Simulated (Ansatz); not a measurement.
**Zn (bcc)**

Computed with Ansatz (plane waves, PAW, 420 eV cutoff): HSE06, scalar-relativistic, no spin polarisation, 10×10×10 k-mesh, Gaussian smearing of 0.05 eV; PAW files: Ansatz's generated set soft_2.

```yaml
crystal:
  lattice:
    - [-1.56840, 1.56840, 1.56840]
    - [1.56840, -1.56840, 1.56840]
    - [1.56840, 1.56840, -1.56840]
  atoms:
    - { symbol: Zn, position: [0.00000, 0.00000, 0.00000] }
```

At room temperature and ambient pressure Zn is hcp.

The volume is at zero pressure for this level.

Path: Γ–H–N–Γ–P–H | P–N, with Γ = (0.000, 0.000, 0.000), H = (0.500, -0.500, 0.500), N = (0.000, 0.000, 0.500), P = (0.250, 0.250, 0.250) in reciprocal vectors of the calculation's cell.

Problem. Is it a metal or an insulator, and if it has a gap, where are the band edges on this path?

Solution. A metal: bands cross the Fermi level.

Bands as a text map, energy in eV from the Fermi level (dashes), each leg drawn with the same width:
```
  3.71 |                          
  3.43 |                          
  3.14 |                          
  2.86 |         *         *      
  2.57 |                   *      
  2.29 |     *          *    *    
  2.00 |                *    *    
  1.71 |                          
  1.43 |                  *       
  1.14 |                 *        
  0.86 |                  *       
  0.57 |                 *    *   
  0.29 |      *                   
  0.00 |----------------------*---
 -0.29 |                          
 -0.57 |      *                *  
 -0.86 |                          
 -1.14 |       *                * 
 -1.43 |   *    *                *
 -1.71 |                       *  
 -2.00 |                          
 -2.29 |                          
 -2.57 |       *                  
 -2.86 |                        * 
 -3.14 |                          
 -3.43 |        *                *
 -3.71 |               *          
 -4.00 |                          
        Γ   H   N   Γ   P   HP   N
```

For a metal under a hybrid functional this mesh is coarse.
